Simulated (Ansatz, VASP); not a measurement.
**One calculation of PbSe (Clausthalite), two programs**

```
Pb Se
1.0
     0.00000    3.08092    3.08092
     3.08092    0.00000    3.08092
     3.08092    3.08092    0.00000
Pb Se
1 1
Direct
  0.00000 0.00000 0.00000
  0.50000 0.50000 0.50000
```

Alike in both runs: task single point; functional RPBE; dispersion D4; k mesh 8 × 8 × 8; occupations fermi-dirac, width 0.05 eV; no spin polarisation.

|  | VASP | Ansatz |
| --- | --- | --- |
| version | VASP 6.6.1 | Ansatz 0.2.0 |
| potentials or method | VASP PAW PBE potentials, release 64 (Pb_d, Se) | Ansatz PAW |
| plane-wave cutoff (eV) | 520 | 420 |
| valence electrons in the cell | 20 | 30 |

```csv
,VASP,Ansatz,Ansatz less VASP
gap on the k mesh at the Fermi level (eV),0.44,0.44,-0.006
least direct gap on the mesh (eV),0.44,0.44,-0.006
pressure (GPa),-0.7,-0.6,+0.03
dispersion energy (meV/atom),-712.8,-713.0,-0.20
```

The two sets of potentials don't hold the same shells in valence.

Caveats: spin-orbit coupling is left out, which as a rule narrows the gap of such compounds by several tenths of an eV; the PAW data sets were made with another functional, which shifts forces and pressure a little (VASP); the PAW data sets come from PBE, with cores solved anew for the run's functional, which leaves a small shift of forces and pressure (Ansatz).
